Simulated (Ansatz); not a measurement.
**GaAs: gaps at several levels of theory**

An exercise on one series of results from a longer session: the logs are not shown, and one member is left open.

Method: DFT PBEsol, scalar-relativistic, plane waves, PAW, in Ansatz 0.2.0.

That is the level of the relaxation; later steps name their own.

1 further run of the same task is left out (set aside as unsound or not needed).

### The starting structure

It takes space group F-43m (No. 216, cubic). Conventional cell: a = 5.658 Å, b = 5.658 Å, c = 5.658 Å, α = 90.00°, β = 90.00°, γ = 90.00°. Ga (site symmetry -43m) is surrounded by 4 As at 2.45 Å. As (site symmetry -43m) has 4 Ga at 2.45 Å as nearest neighbours.

Structure file:

```
Ga As
1.0
     0.00000    2.82914    2.82914
     2.82914    0.00000    2.82914
     2.82914    2.82914    0.00000
Ga As
1 1
Cartesian
  0.0000 0.0000 0.0000
  1.4146 1.4146 1.4146
```

This cell was relaxed beforehand with the same method: volume 22.64 Å³/atom, gap on the mesh 0.42 eV.

The first run:

input.yaml reads:

```yaml
crystal:
  lattice:
    - [0.0, 2.8291375013, 2.8291375013]
    - [2.8291375013, 0.0, 2.8291375013]
    - [2.8291375013, 2.8291375013, 0.0]
  atoms:
    - { symbol: Ga, position: [0.0, 0.0, 0.0] }
    - { symbol: As, position: [0.25, 0.25, 0.25] }
basis:
  ecutwfc: 420
kpoints:
  mp_grid: { grid: [12, 12, 12] }
  band_path: { path: [VBM, CBM], npoints: 2 }
hamiltonian:
  xc: pbesol
scf:
  occupations: { method: gaussian, width: 0.02 }
output:
  forces: true
  stress: true
  eigenvalues: true
```

Command:

```bash
$ ansatz run input.yaml --threads 2 --pin off --max-ram 5120MiB --backend cpu --events-out ev --progress --plain --runs-dir out
```

Among the steps run: Band edges over the whole zone; The run at PBEsol, 250 eV and coarse mesh; Levels with LDA; The run at PBE0; The run at Hartree-Fock.

One of the session's tables, all rows but one given; the rest of the session is left out.

| level | gap (eV) | least direct gap (eV) |
| --- | --- | --- |
| PBEsol, 250 eV and coarse mesh | 0.35 | 0.35 |
| LDA | 0.27 | 0.27 |
| PBE0 | ? | ? |
| Hartree-Fock | 7.12 | 7.46 |

Q: Estimate the row for PBE0 from the others.

As computed: gap (eV): 1.99; least direct gap (eV): 1.99. In the column «gap (eV)» it lies between PBEsol, 250 eV and coarse mesh (0.35) and Hartree-Fock (7.12).

Gaps are by band count over the mesh and the named points; a gap of 0 means that the bands overlap or touch.

To keep in mind: The cheap run is there to show what low settings cost; its numbers aren't properties. Against the measured gap of GaAs, 1.412 eV (direct; 300 K; “Evidence of valence band perturbations in GaAsN/GaAs(001): A combined variable-angle spectroscopic ellipsometry and modulated photoreflectance investigation”, 2008, arxiv:0805.2212), the calculated 1.99 eV is off by +0.58 eV. 3 values of this kind are on record (1.412 to 1.51 eV); this one was drawn at random among those near their median, those with a stated uncertainty first. That is PBE0, the nearest rung, at the geometry relaxed with PBEsol, without temperature or excitons. Warnings in the runs' records: cutoff below recommended.

**Measured values.**

“Evidence of valence band perturbations in GaAsN/GaAs(001): A combined variable-angle spectroscopic ellipsometry and modulated photoreflectance investigation”, 2008, arxiv:0805.2212 reports, for a bulk crystal of GaAs at 300 K: band gap 1.412 ± 0.01 eV (direct).
